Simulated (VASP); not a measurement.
# Al in VASP: relaxation of the atoms with PBE

Aim: the relaxation of the atoms of Al with PBE.

Program: VASP 6.6.1. These are calculated values, not measurements. Logs are shortened: lines on timing, memory, paths and dates and some standing lists are left out, and cuts for length are marked.

## (1) Starting point

The cell holds a slab with vacuum, 9 atoms: a = 2.857 Å, b = 2.857 Å, c = 33.660 Å, α = 90.00°, β = 90.00°, γ = 60.00°.

The cell was built by a generator and needn't be a form met in nature.

## (2) Relaxation of the atoms, PBE

The input, INCAR:

```
SYSTEM = Al
  PREC = Accurate
  ENCUT = 520
  EDIFF = 1E-6
  ISMEAR = 1
  SIGMA = 0.2
  LREAL = .False.
  LASPH = .True.
  NELM = 100
  ALGO = Fast
  ISIF = 2
  LWAVE = .False.
  LCHARG = .False.
  GGA = PE
  IBRION = 2
  NSW = 40
  EDIFFG = -0.005
  KPAR = 8
```

The input, KPOINTS:

```
regular mesh
0
Gamma
  18 18 1
  0 0 0
```

The input, POSCAR:

```
Al
1.0
    2.8567113960      0.0000000000      0.0000000000
    1.4283556980      2.4739846402      0.0000000000
    0.0000000000      0.0000000000     33.6599607002
Al
9
Direct
    0.3333333333      0.3333333333      0.2228166594
    0.6666666667      0.6666666667      0.2921124946
    0.0000000000      0.0000000000      0.3614083297
    0.3333333333      0.3333333333      0.4307041649
    0.6666666667      0.6666666667      0.5000000000
    0.0000000000      0.0000000000      0.5692958351
    0.3333333333      0.3333333333      0.6385916703
    0.6666666667      0.6666666667      0.7078875054
    0.0000000000      0.0000000000      0.7771833406
```

Potentials or basis: VASP PAW PBE potentials, release 64 (Al).

On the command line:

```console
> cat potpaw_PBE.64/Al/POTCAR > POTCAR
> mpirun -np 8 vasp_std > vasp.out
```

OUTCAR:

```text
SYSTEM = Al
   PREC = Accurate
   ENCUT = 520
   EDIFF = 1E-6
   ISMEAR = 1
   LREAL = .False.
   LASPH = .True.
   NELM = 100
   ISIF = 2
   GGA = PE
   IBRION = 2
   NSW = 40
   EDIFFG = -0.005

 ion  position               nearest neighbor table
   1  0.333  0.333  0.223-   2 2.86   2 2.86   2 2.86
   2  0.667  0.667  0.292-   3 2.86   3 2.86   3 2.86   1 2.86   1 2.86   1 2.86
   3  0.000  0.000  0.361-   2 2.86   2 2.86   2 2.86   4 2.86   4 2.86   4 2.86
   4  0.333  0.333  0.431-   5 2.86   5 2.86   5 2.86   3 2.86   3 2.86   3 2.86
   5  0.667  0.667  0.500-   4 2.86   4 2.86   6 2.86   6 2.86   6 2.86   4 2.86
   6  0.000  0.000  0.569-   5 2.86   5 2.86   5 2.86   7 2.86   7 2.86   7 2.86
   7  0.333  0.333  0.639-   8 2.86   8 2.86   8 2.86   6 2.86   6 2.86   6 2.86
   8  0.667  0.667  0.708-   7 2.86   7 2.86   7 2.86   9 2.86   9 2.86   9 2.86
   9  0.000  0.000  0.777-   8 2.86   8 2.86   8 2.86

  LATTYP: Found a hexagonal cell.
 ALAT       =     2.8567113960
 C/A-ratio  =    11.7827655771

  Lattice vectors:

 A1 = (  -1.4283556980,  -2.4739846402,   0.0000000000)
 A2 = (   2.8567113960,   0.0000000000,   0.0000000000)
 A3 = (   0.0000000000,   0.0000000000,  33.6599607002)

Analysis of symmetry for initial positions (statically):
=====================================================================
 Subroutine PRICEL returns:
 Original cell was already a primitive cell.

 Routine SETGRP: Setting up the symmetry group for a
 hexagonal supercell.

 Subroutine GETGRP returns: Found 12 space group operations
 (whereof  6 operations were pure point group operations)
 out of a pool of 24 trial point group operations.

The static configuration has the point symmetry C_3v.
 The point group associated with its full space group is D_3d.

Analysis of symmetry for dynamics (positions and initial velocities):
=====================================================================
 Subroutine PRICEL returns:
 Original cell was already a primitive cell.

 Routine SETGRP: Setting up the symmetry group for a
 hexagonal supercell.

 Subroutine GETGRP returns: Found 12 space group operations
 (whereof  6 operations were pure point group operations)
 out of a pool of 24 trial point group operations.

The dynamic configuration has the point symmetry C_3v.
 The point group associated with its full space group is D_3d.

 Subroutine INISYM returns: Found 12 space group operations
 (whereof  6 operations are pure point group operations),
 and found     1 'primitive' translations

----------------------------------------------------------------------------------------

                                     Primitive cell

  volume of cell :     237.8904

  direct lattice vectors                    reciprocal lattice vectors
     2.856711396  0.000000000  0.000000000     0.350052862 -0.202103114  0.000000000
     1.428355698  2.473984640  0.000000000     0.000000000  0.404206228  0.000000000
     0.000000000  0.000000000 33.659960700     0.000000000  0.000000000  0.029708888

  length of vectors
     2.856711396  2.856711396 33.659960700     0.404206228  0.404206228  0.029708888

  position of ions in fractional coordinates (direct lattice)
     0.333333333  0.333333333  0.222816659
     0.666666667  0.666666667  0.292112495
     0.000000000  0.000000000  0.361408330
     0.333333333  0.333333333  0.430704165
     0.666666667  0.666666667  0.500000000
     0.000000000  0.000000000  0.569295835
     0.333333333  0.333333333  0.638591670
     0.666666667  0.666666667  0.707887505
     0.000000000  0.000000000  0.777183341

  ion indices of the primitive-cell ions
   primitive index   ion index
                 1           1
                 2           2
                 3           3
                 4           4
                 5           5
                 6           6
                 7           7
                 8           8
                 9           9

----------------------------------------------------------------------------------------

 KPOINTS: regular mesh

Automatic generation of k-mesh.
 Grid dimensions read from file:
 generate k-points for:   18   18    1

 Generating k-lattice:

  Cartesian coordinates                     Fractional coordinates (reciprocal lattice)
     0.019447381 -0.011227951  0.000000000     0.055555556 -0.000000000  0.000000000
     0.000000000  0.022455902  0.000000000     0.000000000  0.055555556  0.000000000
     0.000000000  0.000000000  0.029708888     0.000000000  0.000000000  1.000000000

  Length of vectors
     0.022455902  0.022455902  0.029708888

  Shift w.r.t. Gamma in fractional coordinates (k-lattice)
     0.000000000  0.000000000  0.000000000

 Subroutine IBZKPT returns following result:
 ===========================================

 Found     37 irreducible k-points:

 Following reciprocal coordinates:
            Coordinates               Weight
  0.000000  0.000000  0.000000      1.000000
  0.055556  0.000000  0.000000      6.000000
  0.111111  0.000000  0.000000      6.000000
  0.166667  0.000000  0.000000      6.000000
  0.222222 -0.000000  0.000000      6.000000
  0.277778  0.000000  0.000000      6.000000
[... 16 lines left out ...]
  0.444444  0.111111  0.000000     12.000000
  0.500000  0.111111  0.000000     12.000000
 [... further k-points ...]
   k-points           NKPTS =     37   k-points in BZ     NKDIM =     37   number of bands    NBANDS=     18
   number of dos      NEDOS =    301   number of ions     NIONS =      9
   total plane-waves  NPLWV = 144000
   dimension x,y,z NGX =    24 NGY =   24 NGZ =  250
   dimension x,y,z NGXF=    48 NGYF=   48 NGZF=  500
   ions per type =               9
   NGX,Y,Z   is equivalent  to a cutoff of  13.97, 13.97, 12.35 a.u.
   NGXF,Y,Z  is equivalent  to a cutoff of  27.93, 27.93, 24.69 a.u.
 SYSTEM =  Al
   PREC   = accura    normal or accurate (medium, high low for compatibility)
   ISTART =      0    job   : 0-new  1-cont  2-samecut
   ICHARG =      2    charge: 1-file 2-atom 10-const
   ISPIN  =      1    spin polarized calculation?
   LNONCOLLINEAR =      F non collinear calculations
   LSORBIT =      F    spin-orbit coupling
   LASPH  =      T    aspherical Exc in radial PAW
   ENCUT  =  520.0 eV  38.22 Ry    6.18 a.u.   5.31  5.31 62.59*2*pi/ulx,y,z
   NELM   =    100;   NELMIN=  2; NELMDL= -5     # of ELM steps
   EDIFF  = 0.1E-05   stopping-criterion for ELM
   LREAL  =      F    real-space projection
   EDIFFG = -.5E-02   stopping-criterion for IOM
   NSW    =     40    number of steps for IOM
   IBRION =      2    ionic relax: 0-MD 1-quasi-New 2-CG
   NFREE  =      1    steps in history (QN), initial steepest desc. (CG)
   ISIF   =      2    stress and relaxation
   ISYM   =      2    0-nonsym 1-usesym 2-fastsym
   POTIM  = 0.5000    time-step for ionic-motion
   TEBEG  =    0.0;   TEEND  =   0.0 temperature during run
   PSTRESS=    0.0 pullay stress
   NELECT =      27.0000    total number of electrons
   NUPDOWN=      -1.0000    fix difference up-down
   EMIN   =  10.00;   EMAX   =-10.00  energy-range for DOS
   EFERMI =   0.00;   METHOD = LEGACY
   ISMEAR =     1;   SIGMA  =   0.20  broadening in eV -4-tet -1-fermi 0-gaus
   EFERMI_NEDOS =   21; number of points for ismear=-14 and -15
   IALGO  =     68    algorithm
   IMIX   =      4    mixing-type and parameters
     AMIX     =   0.40;   BMIX     =  1.00
     AMIX_MAG =   1.60;   BMIX_MAG =  1.00
  volume/ion in A,a.u.               =      26.43       178.37
  Fermi-wavevector in a.u.,A,eV,Ry     =   0.792630  1.497853  8.548025  0.628262
  Thomas-Fermi vector in A             =   1.898406
   LORBIT       =      0    0 simple, 1 ext, 2 COOP (PROOUT), +10 PAW based schemes
   GGA     = PE    functional components
   LHFCALC =     F    Hartree Fock is set to
   AEXX    =    0.0000 exact exchange contribution
   IVDW    =     0    specifies the selected vdW correction
   LEPSILON=     F    determine dielectric tensor
   LRPA    =     F    only Hartree local field effects (RPA)
 conjugate gradient relaxation of ions
 non-spin polarized calculation
 RMM-DIIS sequential band-by-band and
 Methfessel and Paxton  Order N= 1 SIGMA  =   0.20
  energy-cutoff  :      520.00
  volume of cell :      237.89
 maximum number of plane-waves:      6454
 NGX is ok and might be reduce to    24
   NGX = 11   NGY = 11   NGZ =125

--------------------------------------- Ionic step        1  -------------------------------------------

 number of electron      27.0000000 magnetization

 Free energy of the ion-electron system (eV)
  ---------------------------------------------------
  ext. energy  EPLUGINS =         0.00000000
  ---------------------------------------------------
  free energy    TOTEN  =       -33.00193525 eV

  energy without entropy =      -33.00497066  energy(sigma->0) =      -33.00294705

------------------------ aborting loop because EDIFF is reached ----------------------------------------

  FORCE on cell =-STRESS in cart. coord.  units (eV):
  Direction    XX          YY          ZZ          XY          YZ          ZX
  --------------------------------------------------------------------------------------
  -------------------------------------------------------------------------------------
  Total       -1.2062207     -1.2062207      0.1568518      0.0000000      0.0000000      0.0000000
  in kB       -8.1238220     -8.1238220      1.0563870      0.0000000      0.0000000      0.0000000
  external PRESSURE =      -5.0637523 kB  Pullay stress =       0.0000000 kB
[... 200 lines left out ...]
  energy  without entropy=      -33.0063152123  energy(sigma->0) =      -33.00453555

--------------------------------------- Ionic step        6  -------------------------------------------

 number of electron      27.0000000 magnetization

 Free energy of the ion-electron system (eV)
  ---------------------------------------------------
  ext. energy  EPLUGINS =         0.00000000
  ---------------------------------------------------
  free energy    TOTEN  =       -33.00365225 eV

  energy without entropy =      -33.00631838  energy(sigma->0) =      -33.00454096

 E-fermi :   3.4863     XC(G=0):  -6.9207

 val. band max:        3.4751996785   @ k =  -0.4444   0.2222   0.0000
 cond. band min:       3.5010948441   @ k =   0.5000   0.2222   0.0000
 fundamental gap:      0.0258951656
 Fermi energy:         3.4862957465

 k-point     1 :       0.0000    0.0000    0.0000
  band No.  band energies     occupation
      1      -7.5495      2.00000
      2      -7.3180      2.00000
      3      -6.9252      2.00000
      4      -6.3814      2.00000
      5      -5.7149      2.00000
      6      -4.9218      2.00000
[... 10 lines left out ...]
     17       7.6393      0.00000
     18       8.9968      0.00000
[... 466 lines left out ...]
      2      -2.4138      2.00000
      3      -2.0346      2.00000
      4      -1.5108      2.00000
      5      -0.8745      2.00000
      6      -0.1681      2.00000
[... 10 lines left out ...]
     17       4.2178     -0.00000
     18       4.4523     -0.00000

 [... further k-points ...]

------------------------ aborting loop because EDIFF is reached ----------------------------------------

  FORCE on cell =-STRESS in cart. coord.  units (eV):
  Direction    XX          YY          ZZ          XY          YZ          ZX
  --------------------------------------------------------------------------------------
  -------------------------------------------------------------------------------------
  Total       -1.2290801     -1.2290801      0.0130491      0.0000000     -0.0000000      0.0000000
  in kB       -8.2777784     -8.2777784      0.0878848      0.0000000     -0.0000000      0.0000000
  external PRESSURE =      -5.4892240 kB  Pullay stress =       0.0000000 kB
[... 24 lines left out ...]
  FREE ENERGIE OF THE ION-ELECTRON SYSTEM (eV)
  ---------------------------------------------------
  free  energy   TOTEN  =       -33.0036522467 eV

  energy  without entropy=      -33.0063183817  energy(sigma->0) =      -33.00454096

 reached required accuracy - stopping structural energy minimisation
```

Wall time 2.9 min (8 MPI ranks of Intel Xeon Platinum 8259CL at 2.50GHz (Skylake/Cascade Lake), shared host); peak memory 0.46 GiB.

What came out:

```
Free energy                  : -33.0037 eV
Energy gained by relaxing    : 0.2 meV/atom
Ionic steps                  : 6
Largest force after relaxing : 0.004 eV/Å
```

Forces on the atoms (eV/Å):
```
Al   0.000  0.000 -0.002
Al   0.000  0.000 -0.001
Al   0.000  0.000  0.000
Al   0.000  0.000  0.004
Al   0.000  0.000  0.000
Al   0.000  0.000 -0.004
Al   0.000  0.000  0.000
Al   0.000  0.000  0.001
Al   0.000  0.000  0.002
```

Step by step:
| step | energy change (eV) | largest force (eV/Å) | pressure (GPa) |
| --- | --- | --- | --- |
| 1 | 0.0000 | 0.0922 | -0.51 |
| 2 | -0.0011 | 0.0541 | -0.52 |
| 3 | -0.0016 | 0.0153 | -0.54 |
| 4 | -0.0017 | 0.0111 | -0.54 |
| 5 | -0.0017 | 0.0058 | -0.55 |
| 6 | -0.0017 | 0.0043 | -0.55 |

Final structure:
```
Al
1.0
     2.85671    0.00000    0.00000
     1.42836    2.47398    0.00000
     0.00000    0.00000   33.65996
Al
9
Direct
  0.33333 0.33333 0.22253
  0.66667 0.66667 0.29245
  0.00000 0.00000 0.36135
  0.33333 0.33333 0.43073
  0.66667 0.66667 0.50000
  0.00000 0.00000 0.56927
  0.33333 0.33333 0.63865
  0.66667 0.66667 0.70755
  0.00000 0.00000 0.77747
```

Caveat: the bands computed are all filled at some k points, so no gap is given.
